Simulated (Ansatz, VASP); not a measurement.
# Cross-check of Ga35N36 (V_Ga) between VASP and Ansatz

Aim: how closely do two programs agree when they are given the same cell, functional and k mesh? The cell is taken from a series of runs on this material, whose earlier steps may have relaxed, scaled, displaced or heated it; both programs get it as it stands.

Method: plane waves, with VASP 6.6.1 beside it; single point at r2SCAN, in Ansatz 0.2.0.

## 1. Starting point

The cell holds 71 atoms: 35 Ga and 36 N. Cell: a = 9.550 Å, b = 9.550 Å, c = 10.368 Å, α = 90.0°, β = 90.0°, γ = 120.0°. It derives from GaN (GaN (P6_3mc)). Nearest the centre at fractional (0.444, 0.556, 0.500): N52 at 2.18 Å, N40 at 2.19 Å, N56 at 2.19 Å, N55 at 2.20 Å, Ga14 at 3.21 Å, Ga6 at 3.21 Å, Ga2 at 3.21 Å, Ga29 at 3.21 Å. The cell carries charge +1.

As a file:

```cif
data_structure
_symmetry_space_group_name_H-M 'P 1'
_symmetry_Int_Tables_number 1
_cell_length_a 9.5498
_cell_length_b 9.5498
_cell_length_c 10.3677
_cell_angle_alpha 90.000
_cell_angle_beta 90.000
_cell_angle_gamma 120.000
_cell_volume 818.84
loop_
_atom_site_label
_atom_site_type_symbol
_atom_site_fract_x
_atom_site_fract_y
_atom_site_fract_z
_atom_site_occupancy
Ga1 Ga 0.22271 0.11081 0.24931 1
Ga2 Ga 0.11029 0.21739 0.50232 1
Ga3 Ga 0.22235 0.11021 0.75149 1
Ga4 Ga 0.11055 0.22114 0.99974 1
Ga5 Ga 0.22274 0.44427 0.24512 1
Ga6 Ga 0.11065 0.55968 0.50229 1
Ga7 Ga 0.21682 0.44125 0.75066 1
Ga8 Ga 0.11070 0.55633 0.99962 1
Ga9 Ga 0.22283 0.77771 0.24927 1
Ga10 Ga 0.11143 0.88900 0.50044 1
Ga11 Ga 0.22252 0.77800 0.75141 1
Ga12 Ga 0.11137 0.88908 0.00073 1
Ga13 Ga 0.55607 0.11113 0.24932 1
Ga14 Ga 0.44079 0.21799 0.50225 1
Ga15 Ga 0.55677 0.11137 0.75053 1
Ga16 Ga 0.44404 0.22129 0.99966 1
Ga17 Ga 0.55604 0.44435 0.24527 1
Ga18 Ga 0.55904 0.44141 0.75065 1
Ga19 Ga 0.44455 0.55568 0.99792 1
Ga20 Ga 0.55605 0.77753 0.24513 1
Ga21 Ga 0.44100 0.89025 0.50224 1
Ga22 Ga 0.55906 0.78346 0.75057 1
Ga23 Ga 0.44414 0.88984 0.99964 1
Ga24 Ga 0.88942 0.11094 0.24945 1
Ga25 Ga 0.77808 0.22252 0.49992 1
Ga26 Ga 0.88897 0.11134 0.75063 1
Ga27 Ga 0.77795 0.22249 0.00034 1
Ga28 Ga 0.88959 0.44448 0.24938 1
Ga29 Ga 0.78263 0.55956 0.50221 1
Ga30 Ga 0.88909 0.44364 0.75051 1
Ga31 Ga 0.77916 0.55631 0.99975 1
Ga32 Ga 0.88964 0.77771 0.24933 1
Ga33 Ga 0.78300 0.89003 0.50237 1
Ga34 Ga 0.89021 0.77795 0.75148 1
Ga35 Ga 0.77920 0.88977 0.99969 1
N36 N 0.22197 0.11037 0.43815 1
N37 N 0.11140 0.22125 0.18764 1
N38 N 0.22214 0.11089 0.93874 1
N39 N 0.11118 0.22098 0.68901 1
N40 N 0.19442 0.43042 0.43047 1
N41 N 0.11158 0.55603 0.18751 1
N42 N 0.22130 0.44398 0.93919 1
N43 N 0.11148 0.55607 0.68891 1
N44 N 0.22224 0.77838 0.43812 1
N45 N 0.11170 0.88870 0.18881 1
N46 N 0.22227 0.77821 0.93866 1
N47 N 0.11170 0.88870 0.68840 1
N48 N 0.55577 0.11167 0.43814 1
N49 N 0.44438 0.22141 0.18757 1
N50 N 0.55600 0.11156 0.93820 1
N51 N 0.44414 0.22109 0.68894 1
N52 N 0.56924 0.43120 0.43077 1
N53 N 0.44492 0.55541 0.18836 1
N54 N 0.55629 0.44422 0.93921 1
N55 N 0.44491 0.55538 0.71206 1
N56 N 0.57006 0.80613 0.43045 1
N57 N 0.44457 0.88902 0.18762 1
N58 N 0.55623 0.77897 0.93922 1
N59 N 0.44439 0.88903 0.68883 1
N60 N 0.88895 0.11120 0.43817 1
N61 N 0.77837 0.22216 0.18873 1
N62 N 0.88883 0.11144 0.93826 1
N63 N 0.77828 0.22210 0.68808 1
N64 N 0.88932 0.44477 0.43819 1
N65 N 0.77903 0.55596 0.18770 1
N66 N 0.88896 0.44441 0.93819 1
N67 N 0.77930 0.55612 0.68885 1
N68 N 0.89005 0.77835 0.43817 1
N69 N 0.77903 0.88889 0.18763 1
N70 N 0.88952 0.77821 0.93875 1
N71 N 0.77937 0.88906 0.68905 1
```

## 2. Ansatz: single point, r2SCAN

Ansatz runs on its PAW soft_1 files.

A single point gives forces, pressure and levels at one fixed geometry, so differences don't come from the geometry; what else differs is listed under the comparison.

input.yaml

```yaml
crystal:
  checkpoint: "../qp1_M4.relax.run"
  host: checkpoint
total_charge: 1
basis:
  ecutwfc: 500
  xc_grid: 2
hamiltonian:
  xc: r2scan
  pseudopotentials: { kind: paw, azcp: { folder: soft_1 } }
kpoints:
  mp_grid: { grid: [2, 2, 2], shift: [0.5, 0.5, 0.5] }
magnetization:
  spin_polarized: true
  initial_magnetization: 4
  spin_locking: { lock_magnetization: hard }
scf:
  occupations: { method: fermi_dirac, width: 0.01 }
  max_iter: 80
output:
  forces: true
  charged_corrections:
    epsilon: [5.83, 5.83, 6.02]
    static_epsilon: [10.1, 10.1, 11.19]
    defect_position: [0.444444, 0.555556, 0.499553]
  eigenvalues: true
  eigenstates: { localisation: true }
  efg: {}
checkpoint:
  read: "../qp1_M4.relax.run"
  write: "../qp1_M4.semi.run"
  compress: false
  write_wavefunctions: false
  write_every: 100000
```

Run with:

```console
ansatz run input.yaml --threads 32 --pin off --max-ram 84787MiB --backend cuda --events-out ev --progress --plain --runs-dir out --max-vram 78GiB
```

Numbers of over 12 decimals in the logs are rounded to 6 here.

Log:

```text
Warning: This run holds its total moment fixed (magnetization.spin_locking.lock_magnetization: hard) and mixes its density by anderson or broyden (scf.mixing.algorithm, typed or taken by auto). Slabs with a fixed moment have converged under broyden above another state at the same moment, at the default mixing steps and at smaller ones, and under scf.lower_state_search: standard, light or off a state that such a mixer
crystal.checkpoint: the structure is that of <dir>, a `relax` run, at its step 6: its result, under r2scan at a charge of 1 e; 71 atoms read, 0 with a starting moment; crystal.structure_sha256 for this input is
Engine: ansatz 0.2.0, aarch64-unknown-linux-gnu
Pseudopotentials: kind: paw
Pseudopotential: Ga, paw, valence charge 13, recommended cutoff 500 eV (meta_gga), soft_1/Ga.paw.azcp
Pseudopotential: N, paw, valence charge 5, recommended cutoff 500 eV (meta_gga), soft_1/N.paw.azcp
Functional definition: r2SCAN
  parameter k0 = 0.174
  parameter k1 = 0.065
  parameter a1 = 4.9479
  exchange = r2scan_x(k0 = k0, k1 = k1, a1 = a1)
  correlation = r2scan_c
device memory: the entry about to start is reckoned to put 24.9 GiB on a device that reports 182.5 GiB free (of which the cap on the GPU budget leaves the run 78.0 GiB)
GPU FFT provider: cuFFT
GPU libraries: cuBLAS 13.8.1, cuFFT 12.4.0, cuSOLVER 12.3.2
GPU matrix products: emulated (plane waves: as basis.precision tells), large ones in fixed point in workspaces of 1.00 GiB
Crystal: 71 atoms, lattice volume = 818.845 Å³
Basis set: ecut = 500 eV, 20899 PW (Γ), exchange–correlation on 144×144×160 points (8 copies of the dense FFT grid, shifted against one another)
Bands: 390, of which v1, the nominal top of the filled ones, is band 317 counted from 1 (316 counted from 0)
Symmetry: 1 space group operations
Space group: P1 (ITA 1), of the structure as read, at distance tolerance 9.4e-5 Å
Magnetic group: BNS 1.1 (UNI 1), of the structure as read, at distance tolerance 9.4e-5 Å
k-points: 4 of 8 (time reversal used)
Non-local potential: Ga, projectors of the file, l = 0: 2, l = 1: 2, l = 2: 3, l = 3: 1
Non-local potential: N, projectors of the file, l = 0: 2, l = 1: 2, l = 2: 1
PAW form: soft (Blöchl's): semilocal exchange-correlation on the pseudo side does not see the compensation charge
PAW frozen core: Ga, regenerated for the run's functional (the file was generated under x = pbe(κ = 0.804, μ = 0.219515), c = pbe(β = 0.066725))
PAW frozen core: N, regenerated for the run's functional (the file was generated under x = pbe(κ = 0.804, μ = 0.219515), c = pbe(β = 0.066725))
PAW one-centre angular grid: Ga, 590 points (default); XC on 160 Gauss nodes
PAW one-centre angular grid: N, 302 points (default); XC on 160 Gauss nodes
Initial density: read from a saved state, or passed on in memory by an earlier SCF of this step, an earlier step, the calling program or the single point that the run made first
Stability of the state it starts from, as read at its close in the collinear treatment: not read, because the mixer in use, unlike msr1, does not test its closes by its own steps (another_mixer); its run was given moments
Starting moments: Σ|m| = 4 μB on 71 of 71 sites; this step starts from the density that it was given
Initial wavefunctions: pseudopotential atomic-orbital guess — the wavefunctions supplied were not used: k-point sampling differs
GPU buffer pool allocated for 414720 grid points (all kernels)
GPU transforms: local potential: pruned to the plane-wave sphere, on 72×72×75; band sums: pruned to the plane-wave sphere, on 72×72×80
Functional: x = r2scan, c = r2scan; τ floored in thin density (d = 2e-4 eV/Å³)
iter 1 solved again at ethr=3.95e-6 eV; its pass at ethr=3.10e-3 eV (dr2=2.51e-2 eV) is discarded
SCF iter   1: F=—  HF=-146561.589602 eV  |Δ(HF+E_count)|=         —  Δρ=1.27e-3 (↑1.19e-3 ↓1.27e-3)  dr2=2.65e-2  dr2_τ=5.02e-4  dr2_m=2.33e-4  M=4.000 μB ∫|m|=4.529 μB  Hψ=17905
preconditioner: auto → Resta (q_TF=auto, 2.614 Å⁻¹)  ε∞=4.6  [insulator: Δε(μ)=0.205 eV  Ē_g=17.320 eV  σ=0.010 eV  W_gap=1.00  n_scr=236 (ndim 8)  ℏωp=32.7 eV  f_vac=0.025  D(μ)=0.00/eV (n_scr^D=0)  ε∞_Penn≈4.6]
spin=Collinear: Resta preconditioning applied to the charge; magnetization (m = ρ↑ − ρ↓) channel mixes plain (no charge-response kernel on spin).
SCF iter   2: F=—  HF=-146561.590137 eV  |Δ(HF+E_count)|=   5.34e-4  Δρ=8.55e-4 (↑8.41e-4 ↓8.55e-4)  dr2=1.12e-2  dr2_τ=7.68e-5  dr2_m=1.31e-5  M=4.000 μB ∫|m|=4.529 μB  Hψ=3704  κ⁻¹=1.0e0(r=1)
SCF iter   3: F=—  HF=-146561.592145 eV  |Δ(HF+E_count)|=   2.01e-3  Δρ=4.07e-4 (↑4.07e-4 ↓4.01e-4)  dr2=2.29e-3  dr2_τ=1.82e-5  dr2_m=2.36e-6  M=4.000 μB ∫|m|=4.530 μB  Hψ=4542  κ⁻¹=8.3e-2(r=2)
SCF iter   4: F=—  HF=-146561.594452 eV  |Δ(HF+E_count)|=   2.31e-3  Δρ=1.91e-4 (↑1.91e-4 ↓1.90e-4)  dr2=6.21e-4  dr2_τ=5.31e-6  dr2_m=1.08e-6  M=4.000 μB ∫|m|=4.530 μB  Hψ=3120  κ⁻¹=2.2e-2(r=3)
SCF iter   5: F=—  HF=-146561.588736 eV  |Δ(HF+E_count)|=   5.72e-3  Δρ=5.03e-5 (↑4.94e-5 ↓5.03e-5)  dr2=6.08e-5  dr2_τ=5.73e-7  dr2_m=4.41e-7  M=4.000 μB ∫|m|=4.530 μB  Hψ=4951  κ⁻¹=1.6e-3(r=4)
SCF iter   6: F=—  HF=-146561.591128 eV  |Δ(HF+E_count)|=   2.39e-3  Δρ=3.14e-5 (↑3.14e-5 ↓3.09e-5)  dr2=1.96e-5  dr2_τ=1.47e-7  dr2_m=1.79e-7  M=4.000 μB ∫|m|=4.530 μB  Hψ=4739  κ⁻¹=7.2e-4(r=5)
SCF iter   7: F=—  HF=-146561.591137 eV  |Δ(HF+E_count)|=   8.51e-6  Δρ=1.83e-5 (↑1.77e-5 ↓1.83e-5)  dr2=5.84e-6  dr2_τ=4.61e-8  dr2_m=4.52e-8  M=4.000 μB ∫|m|=4.530 μB  Hψ=4146  κ⁻¹=2.2e-4(r=6)
SCF iter   8: F=—  HF=-146561.591139 eV  |Δ(HF+E_count)|=   1.77e-6  Δρ=5.08e-6 (↑5.08e-6 ↓4.95e-6)  dr2=5.89e-7  dr2_τ=7.13e-9  dr2_m=1.70e-8  M=4.000 μB ∫|m|=4.530 μB  Hψ=5520  κ⁻¹=4.8e-5(r=7)
SCF iter   9: F=—  HF=-146561.591139 eV  |Δ(HF+E_count)|=   8.94e-8  Δρ=2.68e-6 (↑2.61e-6 ↓2.68e-6)  dr2=1.50e-7  dr2_τ=1.30e-9  dr2_m=1.50e-9  M=4.000 μB ∫|m|=4.530 μB  Hψ=5656  κ⁻¹=7.9e-6(r=8)
SCF iter  10: F=-146561.591139 eV  HF=-146561.591139 eV  |Δ(HF+E_count)|=   3.02e-8  Δρ=1.67e-6 (↑1.67e-6 ↓1.63e-6)  dr2=5.96e-8  dr2_τ=4.47e-10  dr2_m=3.41e-10  M=4.000 μB ∫|m|=4.530 μB  Hψ=9284
SCF 1 converged in 10 iterations: F = -146561.591139 eV  dr2 = 5.96e-8
  greatest PAW one-centre occupation: 0.994 electrons in one spin orbital (limit 2), on the Ga atom at site 25 (counted from 0), in its partial waves of l = 2
this state was not tested for a lower state beside it, because the mixer in use, unlike msr1, does not test its closes by its own steps (another_mixer; see scf.mixing.algorithm and scf.lower_state_search)
SCF converged after 10 iterations
Magnetization: 4.0000 μB (319.0000 up, 315.0000 down)
Absolute magnetization: 4.5360 μB (∫|ρ↑−ρ↓|, with the PAW one-centre terms)
Spin contamination: 0.0311 ħ² per cell (⟨S²⟩ above its minimum at these occupations)
Per-site moments (μB) at R_I (Å): [(0.000163171, 0.800686), (0.0018177, 0.793946), (0.00166662, 0.795017), (0.017202, 0.799594), (7.999635932417576e-5, 0.800824), (0.00078844, 0.800523), (0.00346202, 0.800523), (-1.5637734626013256e-5, 0.796581), (0.00111788, 0.7
Free energy (F): -146561.591139 eV
Harris-Foulkes:  -146561.591139 eV  (|F-HF|=3.09e-8)
Internal energy: -146561.591135 eV  (E = F + TS)
E sigma→0 (E₀):  -146561.591137 eV
Entropy (-TS):   -0.000004 eV (-0.000 meV/atom)
Fermi energy:    9.112665 (↑ 10.709165, ↓ 9.112086) eV
--- Per-component energies (eV) ---
  E_band       = -715.602336
  E_kinetic    = 8529.990154
  E_local      = -52060.690314  (includes V_loc(G=0)·N_el)
  E_nonlocal   = -1815.847620
  E_hartree    = 32588.848001
  E_xc         = -4101.112817
  E_vxc        = -4965.081429  (∫ρ·V_xc dr)
  E_paw        = -75083.071994  (= ΣΔE_a)
  E_vpaw       = -15852.537283  (= ΣTr[D̂ρ^β])
  E_aug_tail   = 0.000805  (compensation charges beyond the density's cutoff)
  E_vtau       = 270.840053  (kinetic-family band-sum trace: ∫τ·v_τ [+ j·A + Jᵃ·Aᵃ] dr)
  E_ewald      = -54595.785732
  E_core_change = -23.921620  (= ΣΔE_core)
  E_smearing   = -0.000004  (= −TS)
  E_closure    = 0.000000  (closes the sum)
  E_deformation_potential = 17.724639  (in the stress; not in F)
  Σ components = -146561.591139   (vs F -146561.591139, Δ=0.00e0)
--- Forces (eV/Å), atoms counted from 1 ---
  atom   1  Ga    -0.01323662    -0.00363490     0.01535307
  atom   2  Ga    -0.00271545     0.02597645    -0.01047942
  atom   3  N      0.01010853     0.00551301     0.00877296
  atom   4  N     -0.01359036     0.01301870    -0.00771474
  atom   5  Ga    -0.01214232     0.00059183    -0.00567897
  atom   6  Ga     0.00417782    -0.00288807    -0.00078766
  [... 65 more lines of this table ...]
  max |Σ_I F_I| component: 1.60e-2 eV/Å
--- PAW observables at the nuclei: V_zz in 10²¹ V/m², potentials from the cell's mean, atoms counted from 1 ---
  atom   1  Ga V_zz =    +1.156054   η = 0.2211   by run symmetry: allowed
            electrostatic potential = -4134.959218 V   contact ρ = 191344.422319 e/Å³   contact ρ_s (e/Å³): all electrons -0.041184, valence -0.040723
  atom   2  Ga V_zz =    +2.742320   η = 0.3045   by run symmetry: allowed
            electrostatic potential = -4134.846057 V   contact ρ = 191344.982703 e/Å³   contact ρ_s (e/Å³): all electrons -0.740026, valence -0.726157
  atom   3  N  V_zz =    -0.097216   η = 0.4433   by run symmetry: allowed
            electrostatic potential = -517.456893 V   contact ρ = 1412.161667 e/Å³   contact ρ_s (e/Å³): all electrons +0.004355, valence +0.006047
  [... 136 more lines of this table ...]
--- Charged-cell corrections in eV (Makov–Payne, q = +1.000 e, ε = [5.830, 5.830, 6.020] of the electrons, [10.100, 10.100, 11.190] with the ions) ---
  F (periodic)     = -146561.591139  (uncorrected; the corrections below are reported, never added to it)
  E_corr1          = +0.371140  (monopole, q²α_M/2ε̄L, of the cell on which ε is isotropic)
  F Makov-Payne    = n/a  (the rows are of the electrons' constant alone; ansatz place-levels tells what screens the charge)
  no potential alignment in this run, which stands beside a crystal: run the host's input off ansatz write-host-input, and read the two finished runs by ansatz place-levels (neither reads a slab, a wire or a sheet, whose cell leaves a vacuum)
--- Band table (eV; the first three rows and the last of 8) ---
  k-point 0 ↑: bands = ["-7.5188", "-7.3433", "-7.2926", "-7.2467", "-7.1065", "-7.0432", "-6.9718", "-6.9430", "-6.8763", "-6.8453", "-6.7972", "-6.7768", "-6.7418", "-6.7353", "-6.7239", "-6.7012", 
  k-point 1 ↑: bands = ["-7.5188", "-7.3435", "-7.2926", "-7.2464", "-7.1064", "-7.0434", "-6.9717", "-6.9432", "-6.8761", "-6.8451", "-6.7973", "-6.7769", "-6.7423", "-6.7358", "-6.7232", "-6.7011", 
  k-point 2 ↑: bands = ["-7.6357", "-7.3461", "-7.2363", "-7.1372", "-7.0972", "-7.0214", "-6.9648", "-6.9100", "-6.9072", "-6.8353", "-6.8237", "-6.8093", "-6.7684", "-6.7422", "-6.7287", "-6.7099", 
  k-point 3 ↓: bands = ["-7.5120", "-7.2175", "-7.0958", "-6.9684", "-6.9291", "-6.8984", "-6.8473", "-6.8026", "-6.7843", "-6.7610", "-6.7416", "-6.6980", "-6.6700", "-6.6565", "-6.6387", "-6.6157",
```

In the SCF lines HF is the Harris–Foulkes energy and dr2 the Hartree energy of the density residual, in eV; the loop may stop once dr2 is under the threshold and the program's other checks hold. Hψ counts applications of the Hamiltonian.

(Continued in part 2 of 2.)

[Lines on the potential files, build, host, timing and source positions are cut from VASP's logs without a mark.]

[Logs are printed without paths, hosts, clocks, repeated set-up lines and the standing remarks that a program may print on its own settings, such as how far it seeks lower states.]

[Hosts, paths, dates, database ids (printed as entryN), source tags and the programs' standing remarks are cut or masked in the printed files.]
